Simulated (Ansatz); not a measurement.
Fe3Ge: equation of state with LDA

The system is Fe3Ge.

```
CELL_PARAMETERS angstrom
3.66050 0.00000 0.00000
0.00000 3.66050 0.00000
0.00000 0.00000 3.66050
ATOMIC_POSITIONS crystal
Ge 0.00000 0.00000 0.00000
Fe 0.50000 0.00000 0.50000
Fe 0.50000 0.50000 0.00000
Fe 0.00000 0.50000 0.50000
```

The cell comes from a database or a generator and needn't be the stable form of this composition.

| Item | Value |
| --- | --- |
| Program | Ansatz 0.2.0 |
| Task | equation of state |
| Functional | LDA |
| Potentials or basis | Ansatz PAW |
| Cutoff | 420 eV |
| Density cutoff | 1680 eV |
| k mesh | 7 × 7 × 7 |
| Occupations | fermi-dirac, width 0.05 eV |
| Spin | collinear spin, ferromagnetic start |
| Starting moments | [0.0, 3.0, 3.0, 3.0] μB |

| Quantity | Value |
| --- | --- |
| Equilibrium volume | 11.12 Å³/atom (rough: see the caveat) |
| Bulk modulus | 244 GPa (rough) |

Energy against volume, from the lowest point:
```tsv
volume (Å³/atom)	energy (meV/atom)
11.526	0.00
11.772	15.48
12.017	36.49
12.262	62.39
12.507	92.65
12.752	126.56
12.998	163.46
```

All runs of the series together: 16 s on 2 threads of Intel(R) Xeon(R) 6975P-C (Granite Rapids) (shared host).

Caveat: the minimum lies outside the volumes run.
